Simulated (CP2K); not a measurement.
# HfN (F-43m) in CP2K: reference runs

How does HfN come out in PBE? The cell is run as given and disturbed, then over a range of volumes.

Everything below comes from runs of CP2K 2026.2. Logs are shortened: lines on timing, memory, paths and dates and some standing lists are left out, and cuts for length are marked.

### Step 1. Starting point

It takes space group F-43m (No. 216, cubic). The conventional cell has a = 4.910 Å, b = 4.910 Å, c = 4.910 Å, α = 90.00°, β = 90.00°, γ = 90.00°. Around Hf (site symmetry -43m) lie 4 N at 2.13 Å. N (site symmetry -43m) has 4 Hf at 2.13 Å as nearest neighbours.

The cell comes from a database or a generator and needn't be the stable form of this composition.

### Step 2. Single point, PBE

hfn_scf.inp

```
&GLOBAL
  PROJECT hfn_scf
  RUN_TYPE ENERGY_FORCE
  PRINT_LEVEL LOW
&END GLOBAL
&FORCE_EVAL
  METHOD QS
  STRESS_TENSOR ANALYTICAL
  &DFT
    BASIS_SET_FILE_NAME BASIS_MOLOPT_UZH
    POTENTIAL_FILE_NAME POTENTIAL_UZH
    &MGRID
      CUTOFF 450
      REL_CUTOFF 60
      NGRIDS 5
    &END MGRID
    &QS
      METHOD GPW
      EPS_DEFAULT 1.0E-10
    &END QS
    &KPOINTS
      SCHEME MONKHORST-PACK 9 9 9
      GAMMA_CENTERED T
      SYMMETRY T
      SYMMETRY_BACKEND SPGLIB
    &END KPOINTS
    &SCF
      SCF_GUESS ATOMIC
      EPS_SCF 1.0E-6
      MAX_SCF 100
      ADDED_MOS 13
      CHOLESKY OFF
      EPS_EIGVAL 1.0E-7
      &DIAGONALIZATION ON
        ALGORITHM STANDARD
      &END DIAGONALIZATION
      &MIXING ON
        METHOD BROYDEN_MIXING
        ALPHA 0.4
        BETA 1.5
        NBUFFER 8
      &END MIXING
      &SMEAR ON
        METHOD FERMI_DIRAC
        ELECTRONIC_TEMPERATURE 580.23
      &END SMEAR
    &END SCF
    &XC
      &XC_FUNCTIONAL
        &GGA_X_PBE
        &END GGA_X_PBE
        &GGA_C_PBE
        &END GGA_C_PBE
      &END XC_FUNCTIONAL
    &END XC
    &PRINT
      &KPOINTS ON
      &END KPOINTS
      &MULLIKEN ON
      &END MULLIKEN
      &MO ON
        ENERGIES T
        OCCUPATION_NUMBERS T
        &EACH
          QS_SCF 0
        &END EACH
        ADD_LAST NUMERIC
      &END MO
      &LOWDIN ON
      &END LOWDIN
      &HIRSHFELD ON
        SHAPE_FUNCTION DENSITY
      &END HIRSHFELD
    &END PRINT
  &END DFT
  &SUBSYS
    &CELL
      A 3.4716425656 0.0000000000 0.0000000000
      B 1.7358212828 3.0065306547 0.0000000000
      C 1.7358212828 1.0021768849 2.8345842850
      PERIODIC XYZ
    &END CELL
    &COORD
      SCALED
      Hf  0.0000000000 0.0000000000 0.0000000000
      N   0.2500000000 0.2500000000 0.2500000000
    &END COORD
    &KIND Hf
      BASIS_SET TZVP-MOLOPT-PBE-GTH-q12
      POTENTIAL GTH-PBE-q12
    &END KIND
    &KIND N
      BASIS_SET TZVP-MOLOPT-PBE-GTH-q5
      POTENTIAL GTH-PBE-q5
    &END KIND
    &PRINT
      &ATOMIC_COORDINATES ON
      &END ATOMIC_COORDINATES
      &CELL ON
      &END CELL
    &END PRINT
  &END SUBSYS
  &PRINT
    &FORCES ON
    &END FORCES
    &STRESS_TENSOR ON
    &END STRESS_TENSOR
  &END PRINT
&END FORCE_EVAL
```

Potentials or basis: POTENTIAL_UZH Hf GTH-PBE-q12, N GTH-PBE-q5; TZVP-MOLOPT-PBE-GTH basis.

On the command line:

```bash
$ OMP_NUM_THREADS=1 cp2k.psmp -i hfn_scf.inp -o hfn_scf.out
```

hfn_scf.out:

```text

 CP2K| version string:                                       CP2K version 2026.2
 CP2K| Input file name                                               hfn_scf.inp

 GLOBAL| Force Environment number                                              1
 GLOBAL| Basis set file name                                    BASIS_MOLOPT_UZH
 GLOBAL| Potential file name                                       POTENTIAL_UZH
 GLOBAL| MM Potential file name                                     MM_POTENTIAL
 GLOBAL| Coordinate file name                                      __STD_INPUT__
 GLOBAL| Method name                                                        CP2K
 GLOBAL| Project name                                                    hfn_scf
 GLOBAL| Run type                                                   ENERGY_FORCE
 GLOBAL| FFT library                                                       FFTW3
[... 6 lines left out ...]
 GLOBAL| Total number of message passing processes                             1
 GLOBAL| Number of threads for this process                                    1
 GLOBAL| CPU model name            Intel(R) Xeon(R) Platinum 8375C CPU @ 2.90GHz

 CELL| Volume [angstrom^3]:                                            29.586256
 CELL| Vector a [angstrom]:       3.472     0.000     0.000   |a| =     3.471643
 CELL| Vector b [angstrom]:       1.736     3.007     0.000   |b| =     3.471643
 CELL| Vector c [angstrom]:       1.736     1.002     2.835   |c| =     3.471643
 CELL| Angle (b,c), alpha [degree]:                                    60.000000
 CELL| Angle (a,c), beta  [degree]:                                    60.000000
 CELL| Angle (a,b), gamma [degree]:                                    60.000000
 CELL| Numerically orthorhombic:                                              NO
 CELL| Periodicity                                                           XYZ

 CELL_REF| Volume [angstrom^3]:                                        29.586256
 CELL_REF| Vector a [angstrom     3.472     0.000     0.000   |a| =     3.471643
 CELL_REF| Vector b [angstrom     1.736     3.007     0.000   |b| =     3.471643
 CELL_REF| Vector c [angstrom     1.736     1.002     2.835   |c| =     3.471643
 CELL_REF| Angle (b,c), alpha [degree]:                                60.000000
 CELL_REF| Angle (a,c), beta  [degree]:                                60.000000
 CELL_REF| Angle (a,b), gamma [degree]:                                60.000000
 CELL_REF| Numerically orthorhombic:                                          NO
 CELL_REF| Periodicity                                                       XYZ
[... 9 lines left out ...]
 TOTAL NUMBERS AND MAXIMUM NUMBERS

  Total number of            - Atomic kinds:                                   2
                             - Atoms:                                          2
                             - Shell sets:                                     2
                             - Shells:                                        18
                             - Primitive Cartesian functions:                 10
                             - Cartesian basis functions:                     59
                             - Spherical basis functions:                     52

  Maximum angular momentum of- Orbital basis functions:                        3
                             - Local part of the GTH pseudopotential:          2
                             - Non-local part of the GTH pseudopotential:      4

 MODULE QUICKSTEP: ATOMIC COORDINATES IN ANGSTROM

   Atom Kind Element         X             Y             Z       Z(eff)     Mass
      1    1 Hf   72      0.000000      0.000000      0.000000  12.0000 178.4900
      2    2 N     7      1.735821      1.002177      0.708646   5.0000  14.0067

 SCF PARAMETERS         Density guess:                                    ATOMIC
                        --------------------------------------------------------
                        max_scf:                                             100
[... 7 lines left out ...]
                        --------------------------------------------------------
                        level_shift [a.u.]:                             0.000000
                        added MOs                                        13    0
                        --------------------------------------------------------
                        Mixing method:                            BROYDEN_MIXING
[... 11 lines left out ...]
 *******************************************************************************
 BRILLOUIN| K-point scheme                                        Monkhorst-Pack
 BRILLOUIN| K-Point grid                                             9    9    9
 BRILLOUIN| Gamma-centered k-point mesh                                     ON
 BRILLOUIN| K-point symmetry accuracy                               0.100000E-05
 BRILLOUIN| K-Point point group symmetrization                                ON
 BRILLOUIN| Symmetry backend                                             SPGLIB
 BRILLOUIN| Symmetry reduction method                                    SPGLIB
 BRILLOUIN| Wavefunction type                                            COMPLEX
 BRILLOUIN| List of Kpoints [2 Pi/Bohr]                                       35
 BRILLOUIN| Number           Weight            X              Y              Z
 BRILLOUIN|     1           0.01097       -0.44444       -0.44444       -0.44444
 BRILLOUIN|     2           0.03292       -0.44444       -0.44444       -0.33333
 BRILLOUIN|     3           0.03292       -0.44444       -0.44444       -0.22222
 BRILLOUIN|     4           0.03292       -0.44444       -0.44444       -0.11111
 BRILLOUIN|     5           0.00823       -0.44444       -0.44444        0.00000
 BRILLOUIN|     6           0.01646       -0.44444       -0.44444        0.11111
[... 27 lines left out ...]
 BRILLOUIN|    34           0.00823       -0.11111       -0.11111        0.00000
 BRILLOUIN|    35           0.00137        0.00000        0.00000        0.00000
 *******************************************************************************

 Extrapolation method: initial_guess

 Number of electrons:                                                         17
 Number of occupied orbitals:                                                  9
 Number of molecular orbitals:                                                22

 Number of orbital functions:                                                 52
 Number of independent orbital functions:                                     52

 SCF WAVEFUNCTION OPTIMIZATION

  Step     Update method      Time    Convergence         Total energy    Change
  ------------------------------------------------------------------------------
     1 NoMix/Diag. 0.40E+00    5.5     2.19537223       -59.6267350749 -5.96E+01
     2 Broy./Diag. 0.40E+00    4.3     0.18773499       -58.1498563736  1.48E+00
     3 Broy./Diag. 0.40E+00    4.2     0.13336376       -59.1454537524 -9.96E-01
     4 Broy./Diag. 0.40E+00    4.2     0.02106188       -59.3971255934 -2.52E-01
     5 Broy./Diag. 0.40E+00    4.2     0.01033028       -59.3048774266  9.22E-02
     6 Broy./Diag. 0.40E+00    4.1     0.00509109       -59.3474565597 -4.26E-02
     7 Broy./Diag. 0.40E+00    4.3     0.00077785       -59.3492109397 -1.75E-03
     8 Broy./Diag. 0.40E+00    4.1     0.00182335       -59.3543086432 -5.10E-03
     9 Broy./Diag. 0.40E+00    4.1     0.00004752       -59.3558698443 -1.56E-03
    10 Broy./Diag. 0.40E+00    4.1     0.00007113       -59.3558728002 -2.96E-06
    11 Broy./Diag. 0.40E+00    4.2     0.00003772       -59.3560147609 -1.42E-04
    12 Broy./Diag. 0.40E+00    4.2     0.00000978       -59.3559876314  2.71E-05
    13 Broy./Diag. 0.40E+00    4.1     0.00000166       -59.3559829080  4.72E-06
    14 Broy./Diag. 0.40E+00    4.1     0.00000017       -59.3559808239  2.08E-06

  *** SCF run converged in    14 steps ***

  Electronic density on regular grids:        -16.9999999997        0.0000000003
  Core density on regular grids:               16.9999999982       -0.0000000018
  Total charge density on r-space grids:       -0.0000000015
  Total charge density g-space grids:          -0.0000000015

  Overlap energy of the core charge distribution:               0.00000000993960
  Self energy of the core charge distribution:                -97.25095229949331
  Core Hamiltonian energy:                                     22.57971172138307
  Hartree energy:                                              23.96189108010416
  Exchange-correlation energy:                                 -8.64641246878795
  Electronic entropic energy:                                  -0.00021886693137
  Fermi energy:                                                 0.37850247260486

  Total energy:                                               -59.35598082387105
  Total energy (extrapolated to T->0):                        -59.35587139040536

 MO| EIGENVALUES AND OCCUPATION NUMBERS FOR K POINT 1
 MO|
 MO|  Index      Eigenvalue [a.u.]        Eigenvalue [eV]             Occupation
 MO|      1              -1.888123             -51.378436               2.000000
 MO|      2              -0.781191             -21.257292               2.000000
 MO|      3              -0.766954             -20.869868               2.000000
 MO|      4              -0.766954             -20.869868               2.000000
 MO|      5              -0.176531              -4.803654               2.000000
 MO|      6               0.167087               4.546656               2.000000
[... 378 lines left out ...]
 MO|     21               1.249472              33.999869               0.000000
 MO|     22               1.339493              36.449447               0.000000
 MO| Sum:                                                              18.000000
 MO| E(Fermi):            0.378502 a.u.         10.299576 eV

 [... the levels of further k-points ...]

 !-----------------------------------------------------------------------------!
                     Mulliken Population Analysis

 #  Atom  Element  Kind  Atomic population                           Net charge
       1     Hf       1         10.780897                              1.219103
       2     N        2          6.219103                             -1.219103
 # Total charge                             17.000000                 -0.000000

 !-----------------------------------------------------------------------------!

 !-----------------------------------------------------------------------------!
                           Hirshfeld Charges

  #Atom  Element  Kind  Ref Charge     Population                    Net charge
      1       Hf     1      12.000         11.605                         0.395
      2       N      2       5.000          5.395                        -0.395

  Total Charge                                                            0.000
 !-----------------------------------------------------------------------------!

 LOWDIN POPULATION ANALYSIS

 #  Atom  Element  Kind  Atomic population                           Net charge
       1     Hf       1         12.356449                             -0.356449
       2     N        2          4.643551                              0.356449
 # Total charge                             17.000000                 -0.000000

 ENERGY| Total FORCE_EVAL ( QS ) energy [hartree]            -59.355979640470323

 FORCES| Atomic forces [hartree/bohr]
 FORCES|   Atom     x               y               z               |f|
 FORCES|      1 -2.82500277E-08 -1.60856563E-08 -1.52251660E-08   3.58973270E-08
 FORCES|      2 -1.25214772E-06 -7.23174359E-07 -5.07521318E-07   1.53245977E-06
 FORCES| Sum    -1.28039774E-06 -7.39260015E-07 -5.22746484E-07
 FORCES| Total atomic force                                       1.56817972E-06

 STRESS| Analytical stress tensor [bar]
 STRESS|                        x                   y                   z
 STRESS|      x       -1.89894345148E+04   5.13332292383E+00   3.62756151830E+00
 STRESS|      y        5.13332292383E+00  -1.89953775458E+04   2.09556316734E+00
 STRESS|      z        3.62756151830E+00   2.09556316734E+00  -1.89967558773E+04
 STRESS| 1/3 Trace                                            -1.89938559793E+04
 STRESS| Determinant                                          -6.85234705548E+12

 STRESS| Eigenvectors and eigenvalues of the analytical stress tensor [bar]
 STRESS|                        1                   2                   3
 STRESS| Eigenvalues  -1.89983374939E+04  -1.89982466300E+04  -1.89849838139E+04
 STRESS|      x          -0.488980174043     -0.307957238845      0.816125436704
 STRESS|      y           0.871655755836     -0.136695006327      0.470670498929
 STRESS|      z          -0.033386115522      0.941528976871      0.335273847776
```

Run time: 71 s. Hardware: 1 thread of Intel Xeon Platinum 8375C at 2.90GHz (Ice Lake), shared host; peak memory 0.35 GiB.

What came out:

- Free energy: -1615.1583 eV
- Pressure: -1.9 GPa
- Band gap on the k mesh: none (metal or under the smearing width)
- Mulliken charges: Hf +1.22; N -1.22 e
- Hirshfeld charges: Hf +0.40; N -0.40 e

Caveat: Mulliken charges move with the basis; the basis of atomic orbitals isn't converged, which shifts pressures, moduli and gaps. The run has no spin-orbit coupling, so splittings on Hf are missing.

### Step 3. Single point, PBE, 14.79 Å³/atom

hfn_eos.inp

```
&GLOBAL
  PROJECT hfn_eos
  RUN_TYPE ENERGY_FORCE
  PRINT_LEVEL LOW
&END GLOBAL
&FORCE_EVAL
  METHOD QS
  STRESS_TENSOR ANALYTICAL
  &DFT
    BASIS_SET_FILE_NAME BASIS_MOLOPT_UZH
    POTENTIAL_FILE_NAME POTENTIAL_UZH
    &MGRID
      CUTOFF 450
      REL_CUTOFF 60
      NGRIDS 5
    &END MGRID
    &QS
      METHOD GPW
      EPS_DEFAULT 1.0E-10
    &END QS
    &KPOINTS
      SCHEME MONKHORST-PACK 9 9 9
      GAMMA_CENTERED T
      SYMMETRY T
      SYMMETRY_BACKEND SPGLIB
    &END KPOINTS
    &SCF
      SCF_GUESS ATOMIC
      EPS_SCF 1.0E-6
      MAX_SCF 100
      ADDED_MOS 13
      CHOLESKY OFF
      EPS_EIGVAL 1.0E-7
      &DIAGONALIZATION ON
        ALGORITHM STANDARD
      &END DIAGONALIZATION
      &MIXING ON
        METHOD BROYDEN_MIXING
        ALPHA 0.4
        BETA 1.5
        NBUFFER 8
      &END MIXING
      &SMEAR ON
        METHOD FERMI_DIRAC
        ELECTRONIC_TEMPERATURE [K] 580.226
      &END SMEAR
    &END SCF
    &XC
      &XC_FUNCTIONAL
        &GGA_X_PBE
        &END GGA_X_PBE
        &GGA_C_PBE
        &END GGA_C_PBE
      &END XC_FUNCTIONAL
    &END XC
    &PRINT
      &KPOINTS ON
      &END KPOINTS
      &MULLIKEN ON
      &END MULLIKEN
      &MO ON
        ENERGIES T
        OCCUPATION_NUMBERS T
        &EACH
          QS_SCF 0
        &END EACH
        ADD_LAST NUMERIC
      &END MO
    &END PRINT
  &END DFT
  &SUBSYS
    &CELL
      ABC 3.4716425656 3.4716425656 3.4716425656
      ALPHA_BETA_GAMMA 59.9999999998 59.9999999999 60.0000000003
      PERIODIC XYZ
    &END CELL
    &COORD
      Hf  0.0000000000 0.0000000000 0.0000000000
      N   1.7358212828 1.0021768849 0.7086460713
    &END COORD
    &KIND Hf
      BASIS_SET TZVP-MOLOPT-PBE-GTH-q12
      POTENTIAL GTH-PBE-q12
    &END KIND
    &KIND N
      BASIS_SET TZVP-MOLOPT-PBE-GTH-q5
      POTENTIAL GTH-PBE-q5
    &END KIND
    &PRINT
      &ATOMIC_COORDINATES ON
      &END ATOMIC_COORDINATES
      &CELL ON
      &END CELL
    &END PRINT
  &END SUBSYS
  &PRINT
    &FORCES ON
    &END FORCES
    &STRESS_TENSOR ON
    &END STRESS_TENSOR
  &END PRINT
&END FORCE_EVAL
```

Potentials or basis: POTENTIAL_UZH Hf GTH-PBE-q12, N GTH-PBE-q5; TZVP-MOLOPT-PBE-GTH basis.

On the command line:

```bash
$ OMP_NUM_THREADS=1 cp2k.psmp -i hfn_eos.inp -o hfn_eos.out
```

Wall time 70 s (1 thread of Intel Xeon Platinum 8375C at 2.90GHz (Ice Lake), shared host); peak memory 0.35 GiB.

The run converged. Its results:

- Free energy: -1615.1583 eV
- Pressure: -1.9 GPa
- Band gap on the k mesh: none (metal or under the smearing width)
- Mulliken charges: Hf +1.22; N -1.22 e

Caveat: Mulliken charges move with the basis; the basis of atomic orbitals isn't converged, which shifts pressures, moduli and gaps.

(Continued in part 2 of 2.)
